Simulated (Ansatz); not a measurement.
Here is an Ansatz 0.2.0 calculation.

The input input.yaml:

```yaml
crystal:
  lattice:
    - [0.0, 3.2319988239, 3.2319988239]
    - [3.2319988239, 0.0, 3.2319988239]
    - [3.2319988239, 3.2319988239, 0.0]
  atoms:
    - { symbol: Te, position: [0.25, 0.25, 0.25] }
    - { symbol: Mg, position: [0.0, 0.0, 0.0] }
hamiltonian:
  xc: pbe
  pseudopotentials: { kind: paw }
kpoints:
  mp_grid: { grid: [7, 7, 7] }
scf:
  occupations: { method: gaussian, width: 0.023 }
output:
  forces: true
  stress: true
  eigenvalues: true
```

Potentials or basis: Ansatz PAW.

Command:

```console
$ ansatz run input.yaml --threads 2 --pin off --max-ram 5632MiB --backend cpu --events-out ev --progress --plain --runs-dir out
```

Estimate the pressure.

0.7 GPa.

What does it give for the band gap on the k mesh?

2.42 eV, direct.

Caveat: odd divisions of the mesh miss points on the zone boundary, where band edges often lie, so the gap on the mesh can be too wide; spin-orbit coupling is left out, which moves the levels of the heavy elements.
